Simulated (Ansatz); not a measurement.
# MgF2: the cost of one run

Computed with Ansatz 0.2.0 (reference: DFT, HSE06, plane waves, PAW, unless a step's input says otherwise).

1 further run of the same task is left out (it didn't finish).

**1. The system as given**

It takes space group P4_2/mnm (No. 136, tetragonal). Conventional cell: a = 4.622 Å, b = 4.622 Å, c = 3.046 Å, α = 90.00°, β = 90.00°, γ = 90.00°. Around Mg (site symmetry mmm) lie 6 F at 1.98 to 1.99 Å. Around F (site symmetry m2m) lie 3 Mg at 1.98 to 1.99 Å.

As a file:

```cif
data_structure
_symmetry_space_group_name_H-M 'P 1'
_symmetry_Int_Tables_number 1
_cell_length_a 4.6219
_cell_length_b 4.6221
_cell_length_c 3.0461
_cell_angle_alpha 90.000
_cell_angle_beta 90.000
_cell_angle_gamma 90.000
_cell_volume 65.07
loop_
_atom_site_label
_atom_site_type_symbol
_atom_site_fract_x
_atom_site_fract_y
_atom_site_fract_z
_atom_site_occupancy
Mg1 Mg 0.50000 0.50000 0.50000 1
Mg2 Mg 0.00000 0.00000 0.00000 1
F1 F 0.80291 0.19701 0.50000 1
F2 F 0.19709 0.80299 0.50000 1
F3 F 0.30291 0.30299 0.00000 1
F4 F 0.69709 0.69701 0.00000 1
```

**2. The reference run**

Contents of input.yaml:

```yaml
crystal:
  lattice:
    - [4.6218997728, 0.0, 0.0]
    - [0.0, 4.6220926162, 0.0]
    - [0.0, 0.0, 3.0461460124]
  atoms:
    - { symbol: Mg, position: [0.5, 0.5, 0.5] }
    - { symbol: Mg, position: [0.0, 0.0, 0.0] }
    - { symbol: F, position: [0.8029114217, 0.1970073647, 0.5] }
    - { symbol: F, position: [0.1970885783, 0.8029926353, 0.5] }
    - { symbol: F, position: [0.3029114217, 0.3029926353, 0.0] }
    - { symbol: F, position: [0.6970885783, 0.6970073647, 0.0] }
kpoints:
  mp_grid: { grid: [4, 4, 4] }
hamiltonian:
  xc: hse06
scf:
  occupations: { method: fixed }
  n_extra_bands: 5
output:
  forces: true
  stress: true
  eigenvalues: true
  write_density: true
  write_potential: true
  elf: true
  volumetric_format: npy
```

Run with:

```sh
> ansatz run input.yaml --threads 4 --pin off --max-ram 4608MiB --backend cpu --events-out ev --progress --plain --runs-dir out
```

**Question.** How long does this run take on 4 threads of Arm Neoverse N1, shared host, and how much memory does it need?

About 28 s, with a peak of 1.2 GiB.
